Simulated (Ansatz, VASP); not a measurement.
# One calculation of SnSe, two programs

INCAR

```
PREC = Accurate
ENCUT = 600
EDIFF = 1E-7
ISMEAR = 0
SIGMA = 0.02
LREAL = False
LASPH = True
NELM = 80
ALGO = Normal
ISIF = 3
LWAVE = False
LCHARG = False
GGA = PE
IBRION = 2
NSW = 70
EDIFFG = -0.005
```

The input KPOINTS:

```
regular mesh
0
Gamma
  10 10 10
```

POSCAR

```
SnSe
1.0
    0.0000000000      2.9887688240      2.9887688240
    2.9887688240      0.0000000000      2.9887688240
    2.9887688240      2.9887688240      0.0000000000
Sn Se
1 1
Direct
    0.0000000000      0.0000000000      0.0000000000
    0.5000000000      0.5000000000      0.5000000000
```

Input for Ansatz:

```yaml
crystal:
  lattice:
    - [0.0, 2.988768824, 2.988768824]
    - [2.988768824, 0.0, 2.988768824]
    - [2.988768824, 2.988768824, 0.0]
  atoms:
    - { symbol: Sn, position: [0.0, 0.0, 0.0] }
    - { symbol: Se, position: [0.5, 0.5, 0.5] }
basis:
  ecutwfc: 420
kpoints:
  mp_grid: { grid: [10, 10, 10] }
hamiltonian:
  xc: pbe
scf:
  occupations: { method: gaussian, width: 0.02 }
output:
  forces: true
  stress: true
  eigenvalues: true
relax:
  adjacent_minimum: "off"
  f_tol: 0.005
  max_steps: 50
  cell: { stress_tol: 0.05 }
```

Alike in both runs: task relaxation of cell and atoms; functional PBE; k mesh 10 × 10 × 10; occupations gaussian, width 0.02 eV; no spin polarisation.

|  | VASP | Ansatz |
| --- | --- | --- |
| version | VASP 6.6.1 | Ansatz 0.2.0 |
| potentials or method | VASP PAW PBE potentials, release 64 (Sn_d, Se) | scalar-relativistic, plane waves, PAW |
| plane-wave cutoff (eV) | 600 | 420 |
| valence electrons in the cell | 20 | 30 |

|  | VASP | Ansatz | Ansatz less VASP |
| --- | --- | --- | --- |
| gap on the k mesh at the Fermi level, each at its own relaxed structure (eV) | 0.49 | 0.49 | 0.000 |
| relaxed volume (Å³/atom) | 27.84 | 27.83 | -0.006 |
| relaxed cell length with the largest relative difference (Å) | 4.286 | 4.286 | -0.0003 |
| energy change over the relaxation (meV/atom) | -8 | -8 | +0.1 |

The two sets of potentials don't hold the same shells in valence.

Caveats: spin-orbit coupling is left out, which moves the levels of the heavy elements. Zero-point motion and thermal expansion aren't in these numbers. A k mesh can miss the band edges.
